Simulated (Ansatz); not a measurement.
An Ansatz (a quantum-chemistry and plane-wave program) input (plane-wave PAW DFT at the PBEsol level (Ansatz, 420 eV), spin-orbit coupling left out):

Ansatz 0.2 input:
```yaml
crystal:
  lattice:
    - [4.4280894575, 0, 0]
    - [0, 4.4280894575, 0]
    - [0, 0, 2.8841902888]
  atoms:
    - { symbol: Ge, position: [0, 0, 0] }
    - { symbol: Ge, position: [0.5, 0.5, 0.5] }
    - { symbol: O, position: [0.3063172021, 0.3063172021, 0] }
    - { symbol: O, position: [0.8063172021, 0.1936827979, 0.5] }
    - { symbol: O, position: [0.1936827979, 0.8063172021, 0.5] }
    - { symbol: O, position: [0.6936827979, 0.6936827979, 0] }
basis: { ecutwfc: 420, ecutrho_ratio: 4, xc_grid: 2, fft_grid_basis: typed }
kpoints: { mp_grid: { grid: [8, 8, 11] } }
hamiltonian:
  xc: pbesol
  dispersion: none
  pseudopotentials: { kind: paw }
scf: { occupations: { method: fermi_dirac, width: 0.05 } }
relax: { f_tol: 0.005, max_steps: 50, cell: { stress_tol: 0.01, sigma_target: [0, 0, 5, 0, 0, 0] } }
output: { forces: true, stress: true }
checkpoint: { write: state.ck, write_every: 1000 }
```

**Question.** Which symmetry and how many k-points will the program report, and about how many plane waves at Γ?

**Answer.** Space group P42/mnm (ITA 136) with 16 operations, k-points 90 of 704, and 1121 plane waves at Γ.

**Question.** And the final pressure?

**Answer.** 1.67 GPa (compression positive).

Load acts through the strain it causes; cell and atoms are relaxed under it. sigma_target is in GPa, compression positive, in the order xx, yy, zz, yz, xz, xy. Beyond what the load breaks, stability against distortions was not tested. The cell was made from GeO₂ in the rutile structure (space group P4_2/mnm, No. 136) by this change: uniaxial stress, 5 GPa compression along z.
